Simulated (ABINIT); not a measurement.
Nb:

```xyz
1
Lattice="0.0000 2.1150 2.1150 2.1150 0.0000 2.1150 2.1150 2.1150 0.0000" Properties=species:S:1:pos:R:3 pbc="T T T"
Nb    0.0000    0.0000    0.0000
```

This isn't the form of Nb at room conditions, which is bcc.

- Program: ABINIT 10.8.3 (patched build)
- Task: single point
- Functional: PBEsol
- Potentials or basis: PseudoDojo NC SR PBEsol v0.4.1 standard
- Cutoff: 1116 eV
- k mesh: 11 × 11 × 11
- Occupations: fermi-dirac, width 0.05 eV
- Spin: no spin polarisation

On this cell: pressure -7.3 GPa; band gap on the k mesh none (metal or under the smearing width).

The same run follows on a disturbed copy (cell strained at random at fixed volume):

```
CELL_PARAMETERS angstrom
-0.04103 2.19338 2.10885
2.04640 0.04981 2.01800
2.12625 2.18239 -0.03004
ATOMIC_POSITIONS crystal
Nb 0.03008 0.99603 0.99978
```

Q: What does the disturbed cell give?

A: The energy (extrapolated to zero smearing) moves by -20.0 meV/atom; pressure -7.7 GPa; band gap on the k mesh none (metal or under the smearing width).

Stress tensor (GPa, compression positive):
```
 -8.29   0.47  -2.01
  0.47  -3.01   1.07
 -2.01   1.07 -11.67
```

The energy falls, though the first cell shows no forces: that form is unstable against this distortion, unless noise or another electronic state is at work.
